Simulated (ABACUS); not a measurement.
# Gd (P6_3/mmc) in ABACUS: a series of runs, part 2 of 3

ABACUS 3.10.1. Earlier steps stand in the parts before.

## Step 3: Relaxation of cell and atoms, PBE, target pressure 5 GPa, at which the enthalpy is minimised

The input, run_abacus.py:

```python
"""ABACUS run from a structure file: ASE reads it, the script writes STRU, KPT and INPUT."""
import re
import subprocess
import spglib
from ase import Atoms
from ase.io import read
from ase.units import Bohr

atoms = read("Gd.cif")
cell, frac, numbers = spglib.standardize_cell((atoms.cell[:], atoms.get_scaled_positions(), atoms.numbers), to_primitive=True, symprec=1e-4)
atoms = Atoms(numbers=numbers, cell=cell, scaled_positions=frac, pbc=True)  # the primitive cell
atoms = atoms[(-atoms.numbers).argsort(kind="stable")]  # ABACUS lists atoms element by element
pseudo = {'Gd': 'Gd.upf'}
orbital = {}
magmoms = None
kmesh = [6, 6, 4]
params = {
    'suffix': 'Gd',
    'calculation': 'cell-relax',
    'basis_type': 'pw',
    'pseudo_dir': './',
    'symmetry': 1,
    'dft_functional': 'pbe',
    'ecutwfc': 52,
    'pseudo_rcut': 10,
    'nspin': 1,
    'nbands': 15,
    'ks_solver': 'dav',
    'smearing_method': 'fd',
    'smearing_sigma': 0.00367493,
    'scf_thr': 1e-08,
    'scf_nmax': 100,
    'mixing_type': 'broyden',
    'mixing_beta': 0.7,
    'cal_force': 1,
    'cal_stress': 1,
    'relax_nmax': 60,
    'force_thr_ev': 0.02,
    'relax_method': 'cg',
    'out_stru': 1,
    'stress_thr': 0.2,
    'press1': 50,
    'press2': 50,
    'press3': 50,
    'kpar': 4,
}

symbols = atoms.get_chemical_symbols()
elements = list(dict.fromkeys(symbols))
lines = ["ATOMIC_SPECIES"] + [f"{e} {atoms.get_masses()[symbols.index(e)]:.4f} {pseudo[e]}" for e in elements]
if orbital:
    lines += ["", "NUMERICAL_ORBITAL"] + [orbital[e] for e in elements]
lines += ["", "LATTICE_CONSTANT", f"{1 / Bohr:.10f}", "", "LATTICE_VECTORS"]
lines += [" ".join(f"{x:.10f}" for x in v) for v in atoms.cell]
lines += ["", "ATOMIC_POSITIONS", "Direct"]
for e in elements:
    lines += ["", e, "0.0", str(symbols.count(e))]
    for i, p in enumerate(atoms.get_scaled_positions(wrap=False)):
        if symbols[i] == e:
            mag = "" if magmoms is None else " mag " + " ".join(str(x) for x in (magmoms[i] if isinstance(magmoms[i], list) else [magmoms[i]]))
            lines.append(" ".join(f"{x:.10f}" for x in p) + " 1 1 1" + mag)
open("STRU", "w").write("\n".join(lines) + "\n")
open("KPT", "w").write("K_POINTS\n0\nGamma\n%d %d %d 0 0 0\n" % tuple(kmesh))
open("INPUT", "w").write("INPUT_PARAMETERS\n" + "".join(f"{k:<20s}{v}\n" for k, v in params.items()))

done = subprocess.run(['mpirun', '-np', '4', 'abacus'])
if done.returncode:
    raise SystemExit(done.returncode)
log = open("OUT.Gd/running_cell-relax.log").read()
print("final energy (eV):", re.findall(r"FINAL_ETOT_IS (\S+)", log))
```

The input, Gd.cif:

```cif
data_Gd
_cell_length_a 3.63600000
_cell_length_b 3.63600000
_cell_length_c 5.78260000
_cell_angle_alpha 90.00000000
_cell_angle_beta 90.00000000
_cell_angle_gamma 120.00000000
_space_group_name_H-M_alt 'P6_3/mmc'
_space_group_name_Hall '-P 6c 2c'
_space_group_IT_number 194
loop_
_space_group_symop_operation_xyz
'x,y,z'
'-x,-y,-z'
'x-y,x,z+1/2'
'-x+y,-x,-z+1/2'
'-y,x-y,z'
'y,-x+y,-z'
'-x,-y,z+1/2'
'x,y,-z+1/2'
'-x+y,-x,z'
'x-y,x,-z'
'y,-x+y,z+1/2'
'-y,x-y,-z+1/2'
'-y,-x,-z+1/2'
'y,x,z+1/2'
'-x,-x+y,-z'
'x,x-y,z'
'-x+y,y,-z+1/2'
'x-y,-y,z+1/2'
'y,x,-z'
'-y,-x,z'
'x,x-y,-z+1/2'
'-x,-x+y,z+1/2'
'x-y,-y,-z'
'-x+y,y,z'
loop_
_atom_site_label
_atom_site_type_symbol
_atom_site_symmetry_multiplicity
_atom_site_Wyckoff_symbol
_atom_site_fract_x
_atom_site_fract_y
_atom_site_fract_z
_atom_site_occupancy
Gd1 Gd 2 c 0.6666666667 0.3333333333 0.7500000000 1
```

Potentials or basis: PseudoDojo NC SR 0.4.1 PBE standard, lanthanides 3+ (f in core), plane waves.

Command:

```
$ OMP_NUM_THREADS=1 python run_abacus.py > log
```

running log:

```text
ABACUS v3.10.1

               Atomic-orbital Based Ab-initio Computation at UStc

 ------------------------------------------------------------------------------------

 READING GENERAL INFORMATION
                           global_out_dir = OUT.Gd/
                           global_in_card = INPUT
                               pseudo_dir = ./
                              orbital_dir =
                                    DSIZE = 4
                                    GSIZE = 1

 READING UNITCELL INFORMATION
                                    ntype = 1
                  lattice constant (Bohr) = 1.88973
              lattice constant (Angstrom) = 1

 READING ATOM TYPE 1
                               atom label = Gd
                      L=0, number of zeta = 1
                      L=1, number of zeta = 1
                      L=2, number of zeta = 1
             number of atom for this type = 2

                        TOTAL ATOM NUMBER = 2
DIRECT COORDINATES
    atom                   x                   y                   z     mag                  vx                  vy                  vz
taud_Gd1            0.6666666667        0.3333333333        0.7500000000  0.0000        0.0000000000        0.0000000000        0.0000000000
taud_Gd2            0.3333333333        0.6666666667        0.2500000000  0.0000        0.0000000000        0.0000000000        0.0000000000

                          Volume (Bohr^3) = 446.785
                             Volume (A^3) = 66.2066

 Lattice vectors: (Cartesian coordinate: in unit of a_0)
               +3.636                  +0                  +0
               -1.818            +3.14887                  +0
                   +0                  +0             +5.7826
 Reciprocal vectors: (Cartesian coordinate: in unit of 2 pi/a_0)
            +0.275028           +0.158787                  -0
                   -0           +0.317574                  -0
                   +0                  -0           +0.172933
 The esolver type has been set to : ksdft_pw

                PAO radial cut off (Bohr) = 10

 Read in pseudopotential file is Gd.upf
                     pseudopotential type = NC
          exchange-correlation functional = PBE
                 nonlocal core correction = 1
                        valence electrons = 11
                                     lmax = 3
                           number of zeta = 4
                     number of projectors = 7
                           L of projector = 0
                           L of projector = 0
                           L of projector = 1
                           L of projector = 1
                           L of projector = 2
                           L of projector = 2
                           L of projector = 3
     initial pseudo atomic orbital number = 20

 SETUP THE ELECTRONS NUMBER
            electron number of element Gd = 11
      total electron number of element Gd = 22
            AUTOSET number of electrons:  = 22
                           occupied bands = 11
                                   NBANDS = 15
                                   NLOCAL = 18

%%%%%%%%%%%%%%%%%%%%%%%%%%%%%%%%%%%%%%%%%%%%%%%%%%%%%%%%%%%%%%%%%%%%%%%%%%%%%%%%%%%%%%%%%%%%%%%%%%%%%%%%%%
 Warning: the number of valence electrons in pseudopotential > 10 for Gd: [Xe] 4f7 5d1 6s2
 Pseudopotentials with additional electrons can yield (more) accurate outcomes, but may be less efficient.
 If you're confident that your chosen pseudopotential is appropriate, you can safely ignore this warning.
%%%%%%%%%%%%%%%%%%%%%%%%%%%%%%%%%%%%%%%%%%%%%%%%%%%%%%%%%%%%%%%%%%%%%%%%%%%%%%%%%%%%%%%%%%%%%%%%%%%%%%%%%%

 SETUP THE PLANE WAVE BASIS
 energy cutoff for charge/potential (unit:Ry) = 208
            fft grid for charge/potential = [ 32, 32, 54 ]
                        fft grid division = [ 1, 1, 1 ]
        big fft grid for charge/potential = [ 32, 32, 54 ]
                                     nbxx = 55296
                                     nrxx = 55296

 SETUP PLANE WAVES FOR CHARGE/POTENTIAL
                    number of plane waves = 22623
                         number of sticks = 673

 PARALLEL PW FOR CHARGE/POTENTIAL
     PROC   COLUMNS(POT)             PW
        1            673          22623
 --------------- sum -------------------
        1            673          22623
                            number of |g| = 1124
                                  max |g| = 18.8122
                                  min |g| = 0

----------- Double Check Mixing Parameters Begin ------------
mixing_type: broyden
mixing_beta: 0.7
mixing_gg0: 1
mixing_gg0_min: 0.1
mixing_ndim: 8
----------- Double Check Mixing Parameters End ------------

 LATTICE VECTORS: (CARTESIAN COORDINATE: IN UNIT OF A0)
               +3.636                  +0                  +0
               -1.818            +3.14887                  +0
                   +0                  +0             +5.7826
                       right hand lattice = 1
                                   NORM_A = 3.636
                                   NORM_B = 3.636
                                   NORM_C = 5.7826
                           ALPHA (DEGREE) = 90
                           BETA  (DEGREE) = 90
                           GAMMA (DEGREE) = 120

 The lattice vectors have been changed (STRU_SIMPLE.cif)

(for optimal symmetric configuration:)
                             BRAVAIS TYPE = 4
                     BRAVAIS LATTICE NAME = 04. Hexagonal cell
                                    ibrav = 4
                                    IBRAV = 4
                                  BRAVAIS = HEXAGONAL CELL
                       LATTICE CONSTANT A = 3.636
                                C/A RATIO = 1.59037
Original cell was already a primitive cell.
                        ROTATION MATRICES = 24
              PURE POINT GROUP OPERATIONS = 12
                   SPACE GROUP OPERATIONS = 24
                                       C2 = 3
                                       C3 = 2
                                       C4 = 0
                                       C6 = 0
                                       S1 = 3
                                       S3 = 0
                                       S4 = 0
                                       S6 = 2
                              POINT GROUP = D_3d
                                       C2 = 7
                                       C3 = 2
                                       C4 = 0
                                       C6 = 2
                                       S1 = 7
                                       S3 = 2
                                       S4 = 0
                                       S6 = 2
               POINT GROUP IN SPACE GROUP = D_6h

 SETUP K-POINTS
                                    nspin = 1
                   Input type of k points = Monkhorst-Pack(Gamma)
                                   nkstot = 144
                       right hand lattice = 1
(for reciprocal lattice: )
                             BRAVAIS TYPE = 4
                     BRAVAIS LATTICE NAME = 04. Hexagonal cell
                                    ibrav = 4
                       right hand lattice = 1
(for k-lattice: )
                             BRAVAIS TYPE = 4
                     BRAVAIS LATTICE NAME = 04. Hexagonal cell
                                    ibrav = 4
                       right hand lattice = 1
                        ROTATION MATRICES = 24
                               nkstot_ibz = 21
K-POINTS REDUCTION ACCORDING TO SYMMETRY
     IBZ    DIRECT_X    DIRECT_Y    DIRECT_Z  WEIGHT  ibz2bz
       1  0.00000000  0.00000000  0.00000000  0.0069       0
       2 -0.16666667  0.16666667  0.00000000  0.0417       1
       3 -0.33333333  0.33333333  0.00000000  0.0417       2
       4  0.50000000  0.50000000  0.00000000  0.0208       3
       5 -0.16666667  0.33333333  0.00000000  0.0417       7
       6  0.50000000  0.33333333  0.00000000  0.0833       8
[... 13 lines left out ...]
      20  0.50000000  0.33333333  0.50000000  0.0833      80
      21  0.33333333  0.33333333  0.50000000  0.0139      86

                               nkstot now = 21
[... K-POINTS DIRECT COORDINATES: 21 rows ...]

           k-point number in this process = 6
       minimum distributed K point number = 5
[... stars of the k points ...]

[... K-POINTS CARTESIAN COORDINATES: 6 rows ...]

[... K-POINTS DIRECT COORDINATES: 6 rows ...]

 SETUP PLANE WAVES FOR WAVE FUNCTIONS
     energy cutoff for wavefunc (unit:Ry) = 52
              fft grid for wave functions = [ 32, 32, 54 ]
                    number of plane waves = 4031
                         number of sticks = 211

 PARALLEL PW FOR WAVE FUNCTIONS
     PROC   COLUMNS(POT)             PW
        1            211           4031
 --------------- sum -------------------
        1            211           4031

 SETUP NONLOCAL PSEUDOPOTENTIALS IN PLANE WAVE BASIS
 Gd non-local projectors:
 projector 1 L=0
 projector 2 L=0
 projector 3 L=1
 projector 4 L=1
 projector 5 L=2
 projector 6 L=2
 projector 7 L=3
      TOTAL NUMBER OF NONLOCAL PROJECTORS = 50

 Init Non-Local PseudoPotential table :
 Init Non-Local-Pseudopotential done.

                                     npwx = 2835

 Make real space PAO into reciprocal space.
       max mesh points in Pseudopotential = 1001
     dq(describe PAO in reciprocal space) = 0.01
                                    max q = 1450

 number of pseudo atomic orbitals for Gd is 4
WARNING: norm of atomic wavefunction # 3 of atomic type Gd is 0.999494, renormalized
WARNING: norm of atomic wavefunction # 4 of atomic type Gd is 0.999103, renormalized

 -------------------------------------------
 STEP OF RELAXATION : 1
 -------------------------------------------
                                 init_chg = atomic

 PW ALGORITHM --------------- ION=   1  ELEC=   1--------------------------------
 Notice: Threshold on eigenvalues was too large.
 hsover_error=0.22 > DRHO=0.00736359
 Origin diag ethr = 0.01
 New diag ethr = 3.34709e-05
[... 942 lines left out ...]
 Largest gradient in stress is 0.117791 kbar.
 Threshold is 0.200000 kbar.

 Relaxation is converged!

 --------------------------------------------
 !FINAL_ETOT_IS -2264.1981891380996785 eV
 --------------------------------------------
```

Wall time 14 s (4 MPI ranks of Intel Xeon 6975P-C (Granite Rapids), shared host); peak memory 0.36 GiB.

Results:

- Free energy: -2264.1982 eV
- Band gap on the k mesh: none (metal or under the smearing width)

Caveat: the local potential of these files has a noisy tail that shifts the pressure, which isn't listed; the 4f electrons are frozen in the core as for a trivalent ion, so they carry no moment and show no levels; the run has no spin polarisation, though such a crystal can be magnetic.

## Step 4: Relaxation of cell and atoms, PBE, target pressure 10 GPa, at which the enthalpy is minimised

Changes to run_abacus.py since step 3:

```diff
@@ -41,5 +41,5 @@
     'stress_thr': 0.2,
-    'press1': 50,
-    'press2': 50,
-    'press3': 50,
+    'press1': 100,
+    'press2': 100,
+    'press3': 100,
     'kpar': 4,
```

Gd.cif is that of step 3.

Command:

```
$ OMP_NUM_THREADS=1 python run_abacus.py > log
```

Run time: 14 s. Hardware: 4 MPI ranks of Intel Xeon 6975P-C (Granite Rapids), shared host; peak memory 0.36 GiB.

The run converged. Its results:

```
Free energy            : -2263.9913 eV
Band gap on the k mesh : none (metal or under the smearing width)
```

Levels at points of the mesh, in eV from the Fermi level:
| k point | band 7 | band 8 | band 9 | band 10 | band 11 | band 12 | band 13 | band 14 | band 15 |
| --- | --- | --- | --- | --- | --- | --- | --- | --- | --- |
| (0.00, 0.00, 0.00) | -20.94 | -20.92 | -4.96 | -2.48 | 1.82 | 1.82 | 1.90 | 2.27 | 2.63 |
| (0.50, 0.50, 0.00) | -21.27 | -21.11 | -1.99 | -1.85 | -1.48 | 0.98 | 1.54 | 1.77 | 2.53 |
| (0.00, 0.00, 0.50) | -21.04 | -21.04 | -3.20 | -3.20 | 0.91 | 0.91 | 1.75 | 1.75 | 1.75 |
| (0.50, 0.50, 0.50) | -21.28 | -21.28 | -2.29 | -2.29 | -0.35 | -0.35 | 2.78 | 2.78 | 3.44 |

Caveat: the local potential of these files has a noisy tail that shifts the pressure, which isn't listed; the 4f electrons are frozen in the core as for a trivalent ion, so they carry no moment and show no levels; the run has no spin polarisation, though such a crystal can be magnetic. Spin polarisation is off, so any magnetic state and its effect on volume and gap are missing.

(Part 2 of 3 ends here.)
